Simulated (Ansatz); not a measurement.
# Ge: band structure with r2SCAN

Ge:

```
Ge
1.0
    -2.57449    2.57449    1.39741
     2.57449   -2.57449    1.39741
     2.57449    2.57449   -1.39741
Ge
2
Direct
  0.50000 0.50000 0.00000
  0.25000 0.75000 0.50000
```

This isn't the form of Ge at room conditions, which is diamond.

- Program: Ansatz 0.2.0
- Task: band structure
- Functional: r2SCAN
- Potentials or basis: Ansatz PAW
- Cutoff: 500 eV (not typed: the program's choice for these potentials)
- k mesh: 8 × 8 × 8
- Occupations: fermi-dirac, width 0.05 eV
- Spin: spin-orbit coupling, no magnetisation
- Path: [["G", "X", "M", "G", "Z", "P", "N", "Z1", "M"], ["X", "P"]]
- Points for each segment of the path: 14

```
Pressure               : 0.6 GPa
Band gap on the k mesh : none (metal or under the smearing width)
```

Stress tensor (GPa, compression positive):
```
-1.25  0.00  0.00
 0.00 -1.25  0.00
 0.00  0.00  4.35
```

Levels at the corners of the path, in eV from the Fermi level:
```
point  band 25  band 26  band 27  band 28  band 29  band 30  band 31  band 32
    Γ    -2.59    -2.59    -2.43    -2.43     3.78     3.78     7.84     7.84
    X     0.59     0.59     0.59     0.59     2.21     2.21     2.21     2.21
    M    -6.14    -6.14    -6.14    -6.14     6.56     6.56     6.56     6.56
    Γ    -2.59    -2.59    -2.43    -2.43     3.78     3.78     7.84     7.84
    Z    -3.97    -3.97    -3.75    -3.75    -3.71    -3.71     4.11     4.11
    P    -4.54    -4.54    -4.52    -4.52     4.34     4.34     4.49     4.49
    N    -2.62    -2.62    -2.17    -2.17    -1.44    -1.44     2.83     2.83
   Z1    -3.97    -3.97    -3.75    -3.75    -3.71    -3.71     4.11     4.11
    M    -6.14    -6.14    -6.14    -6.14     6.56     6.56     6.56     6.56
    X     0.59     0.59     0.59     0.59     2.21     2.21     2.21     2.21
    P    -4.54    -4.54    -4.52    -4.52     4.34     4.34     4.49     4.49
```

Wall time 89 s on 2 threads of Intel(R) Xeon(R) Processor @ 2.50GHz (Skylake/Cascade Lake), with other jobs on the host, peak memory 0.67 GiB.

Caveat: the PAW data sets come from PBE, with cores solved anew for the run's functional, which leaves a small shift of forces and pressure.
